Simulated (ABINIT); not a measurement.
Here is an ABINIT 10.8.3 (patched build) calculation.

File run.abi:

```
# Pseudopotentials
pp_dirpath "./"
pseudos "Nb.GGA_PBE-JTH.xml, As.GGA_PBE-JTH.xml"

# Structure
acell 3*1.0 Angstrom
rprim
    -1.7258500000     1.7258500000     5.8400000000
     1.7258500000    -1.7258500000     5.8400000000
     1.7258500000     1.7258500000    -5.8400000000
ntypat 2
znucl 41 33
natom 4
typat 1 1 2 2
xred
     0.5000000000     0.0000000000     0.5000000000
     0.7500000000     0.7500000000     0.0000000000
     0.9160000000     0.4160000000     0.5000000000
     0.1660000000     0.1660000000     0.0000000000

# Plane-wave basis
ecut 16.0
pawecutdg 32.0

# k points
kptopt 1
ngkpt 9 9 9
nshiftk 1
shiftk 0.0 0.0 0.0

# Exchange and correlation
ixc 11

# Bands and occupations
nband 34
occopt 3
tsmear 0.05 eV

# SCF cycle
nstep 100
tolvrs 1.0e-9

# Output
iomode 3
prtwf 0
prtden 0
prteig 0
prtebands 0
```

Potentials or basis: JTH PAW PBE v2.0.

Launch:

```bash
$ abinit run.abi > log 2>&1
```

Task: What does it give for the pressure?

Result: 3.0 GPa.

Task: Predict the band gap on the k mesh.

Result: None (metal or under the smearing width).

Forces in eV/Å, atoms in the order of the input:
```
Nb   0.000  0.000 -0.297
Nb   0.000  0.000 -0.297
As   0.000  0.000  0.297
As   0.000  0.000  0.297
```
